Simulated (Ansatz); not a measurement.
# GaS: the cost of one run

Method: DFT PBE+D3(BJ), scalar-relativistic, plane waves, PAW, in Ansatz 0.2.0.

That is the level of the relaxation; later steps name their own.

2 further runs of the same task are left out: 2 set aside as unsound or not needed.

### Step 1. The structure to begin with

Symmetry: P6_3/mmc, No. 194, hexagonal system. Conventional cell: a = 3.592 Å, b = 3.592 Å, c = 15.449 Å, α = 90.00°, β = 90.00°, γ = 120.00°. Ga (site symmetry 3m) has 3 S at 2.34 Å and 1 Ga at 2.45 Å as nearest neighbours. S (site symmetry 3m) has 3 Ga at 2.34 Å as nearest neighbours.

As a file:

```
CELL_PARAMETERS angstrom
3.59174 0.00000 0.00000
-1.79587 3.11054 0.00000
0.00000 0.00000 15.44852
ATOMIC_POSITIONS crystal
Ga 0.33333 0.66667 0.17080
Ga 0.66667 0.33333 0.67080
Ga 0.33333 0.66667 0.32920
Ga 0.66667 0.33333 0.82920
S 0.33333 0.66667 0.60043
S 0.66667 0.33333 0.10043
S 0.33333 0.66667 0.89957
S 0.66667 0.33333 0.39957
```

It is the result of an earlier relaxation at this level (volume 21.57 Å³/atom; gap on the mesh: 1.57 eV).

### Step 2. Band edges over the whole zone

Contents of input.yaml:

```yaml
crystal:
  lattice:
    - [3.5917369857, 0.0, 0.0]
    - [-1.7958684928, 3.1105354733, 0.0]
    - [0.0, 0.0, 15.4485186353]
  atoms:
    - { symbol: Ga, position: [0.3333333333, 0.6666666667, 0.1707981398] }
    - { symbol: Ga, position: [0.6666666667, 0.3333333333, 0.6707981398] }
    - { symbol: Ga, position: [0.3333333333, 0.6666666667, 0.3292018602] }
    - { symbol: Ga, position: [0.6666666667, 0.3333333333, 0.8292018602] }
    - { symbol: S, position: [0.3333333333, 0.6666666667, 0.6004299004] }
    - { symbol: S, position: [0.6666666667, 0.3333333333, 0.1004299004] }
    - { symbol: S, position: [0.3333333333, 0.6666666667, 0.8995700996] }
    - { symbol: S, position: [0.6666666667, 0.3333333333, 0.3995700996] }
basis:
  ecutwfc: 420
kpoints:
  mp_grid: { grid: [9, 9, 2] }
  band_path: { path: [VBM, CBM], npoints: 2 }
hamiltonian:
  xc: pbe
  dispersion: d3bj
scf:
  occupations: { method: gaussian, width: 0.02 }
output:
  forces: true
  stress: true
  eigenvalues: true
```

Started as:

```bash
> ansatz run input.yaml --threads 2 --pin off --max-ram 5120MiB --backend cpu --events-out ev --progress --plain --runs-dir out
```

**Question.** How long does this run take on 2 threads of Arm Neoverse V1, shared host, and how much memory does it need?

About 18 s, with a peak of 0.48 GiB.
